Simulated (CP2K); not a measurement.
Rh under changes of volume

One of the cells (13.671 Å³/atom); the others are scaled copies at fixed shape and fractional positions:

```
CELL_PARAMETERS angstrom
2.68397 0.00000 0.00000
1.34198 2.32438 0.00000
1.34198 0.77479 2.19145
ATOMIC_POSITIONS crystal
Rh 0.00000 0.00000 0.00000
```

| Quantity | Value |
| --- | --- |
| Program | CP2K 2026.2 |
| Functional | PBEsol |
| Potentials or basis | POTENTIAL_UZH Rh GTH-PBE-q17; TZVP-MOLOPT-PBE-GTH basis |
| Density cutoff | 6123 eV |
| k mesh | 12 × 12 × 12 |
| Occupations | fermi-dirac, width 0.05 eV |
| Spin | no spin polarisation |

| volume (Å³/atom) | energy over the lowest point (meV/atom) | pressure (GPa) |
| --- | --- | --- |
| 12.851 | 44.80 | 20.2 |
| 13.125 | 17.50 | 12.2 |
| 13.398 | ? | ? |
| 13.671 | 0.00 | -1.2 |
| 13.945 | 7.01 | -6.7 |
| 14.218 | 22.91 | -11.6 |
| 14.492 | 46.67 | -15.9 |

Problem. What does the run at 13.398 Å³/atom give?

Solution. Energy over the lowest point 3.06 meV/atom; pressure 5.1 GPa.

Worked out: A Birch-Murnaghan fit of order 3 (a polynomial in V^(-2/3)) to the other rows has its minimum at 13.61 Å³/atom with B0 = V·E''(V) = 301 GPa and B' = 5.1. It gives 3.09 meV/atom at 13.398 Å³/atom, against the run's 3.06, and -dE/dV = 5.0 GPa, against 5.1.

Energies are extrapolated to zero smearing.

Caveats: the potentials were made for another functional, which shifts forces and pressure; the basis of atomic orbitals isn't converged, which shifts pressures, moduli and gaps.
